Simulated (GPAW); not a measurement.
Input of a GPAW 26.7.0 run:

run.py

```python
from ase import Atoms
from ase.filters import FrechetCellFilter
from ase.io import write
from ase.optimize import BFGS
from gpaw import GPAW, PW, setup_paths

setup_paths.insert(0, '.')

atoms = Atoms(['W', 'C'],
              cell=[[2.9065, 0.0, 0.0],
                    [-1.45325, 2.5171028361, 0.0],
                    [0.0, 0.0, 2.8366]],
              scaled_positions=[[0.0, 0.0, 0.0],
                                [0.6666666667, 0.3333333333, 0.5]],
              pbc=True)

calc = GPAW(mode=PW(800),
            xc='GGA_X_PBEINT+GGA_C_PBEINT',
            kpts={'size': (7, 7, 7), 'gamma': True},
            occupations={'name': 'fermi-dirac', 'width': 0.05},
            nbands=19,
            convergence={'density': 1e-06, 'energy': 1e-06, 'eigenstates': 1e-10},
            maxiter=150,
            txt='gpaw.txt')
atoms.calc = calc
opt = BFGS(FrechetCellFilter(atoms), trajectory='relax.traj', logfile='-')
done = opt.run(fmax=0.02, steps=100)
calc.write('gs.gpw')
write('result.traj', atoms)
print('Converged:', done)
print('Cell:', atoms.cell.cellpar().round(4))
print('Volume:', round(atoms.get_volume(), 4))
print(atoms.get_scaled_positions().round(5))
```

Potentials or basis: PAW data sets generated in the run's folder for this functional, pw.

The run is started by

```console
$ gpaw-setup -f GGA_X_PBEINT+GGA_C_PBEINT C W
$ OMP_NUM_THREADS=1 python run.py
```

Problem. Estimate the band gap on the k mesh.

Solution. None (metal or under the smearing width).

Problem. Estimate the relaxed volume.

Solution. 10.35 Å³/atom.

Problem. What does it give for the space group after relaxing (to 0.05 Å)?

Solution. P-6m2 (No. 187).

Problem. Predict the relaxed cell.

Solution. a = 2.904 Å, b = 2.904 Å, c = 2.834 Å, α = 90.00°, β = 90.00°, γ = 120.00°.

Step by step:
| step | energy change (eV) | largest force (eV/Å) | pressure (GPa) | volume (Å³) |
| --- | --- | --- | --- | --- |
| 1 | 0.0000 | 0.0000 | -1.23 | 20.75 |
| 2 | -0.0002 | 0.0000 | -0.53 | 20.72 |
| 3 | -0.0001 | 0.0000 | 0.00 | 20.69 |

Caveat: later steps reuse the first step's grids. Spin-orbit coupling is left out, which matters for the levels of W.
